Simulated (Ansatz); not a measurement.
## AgCl: energy along a strain

AgCl, Fm-3m, a = 5.546 Å (as given, not relaxed at this level: 0.0 GPa). Ansatz: r2SCAN, PAW, 500 eV, Γ-centred 8×8×8 mesh on 2 atoms, Gaussian smearing 0.05 eV; no spin polarisation. Cell vectors (Å): 0.000 2.773 2.773; 2.773 0.000 2.773; 2.773 2.773 0.000. The cell is strained by x per cent times the pattern (0 0 0 1 0 0) in the order xx yy zz yz xz xy (engineering shears), with fractional coordinates held. y is the free energy over the start, V0 = 21.327 Å³/atom. Symmetry makes y even in x.

```tsv
x (%)	y (meV/atom)
-4.00	?
-2.00	0.15
0.00	0.00
0.50	0.01
1.00	0.04
1.50	0.08
2.50	0.24
3.00	0.34
3.50	0.46
```

Fit y = c2 x² + c4 x⁴ to the other rows, get the stiffness along the pattern, and predict the missing energy.

Least squares on the rows shown. y = 0.03803 x² − 3.313×10⁻⁵ x⁴. The clamped-ion stiffness p·C·p = 2 × 0.3803 eV × 160.2 / 21.327 Å³ = 5.7 GPa, which is C44 in these axes. With a term in x⁶ added, the coefficient of x² becomes 0.03635, 4 % less, which shows how far this figure hangs on the form. At x = -4.00 the fit asked for gives 0.60 meV/atom. The run gave 0.61 meV/atom, so the fit is 0.01 meV/atom too low, a small miss on the scale of the series.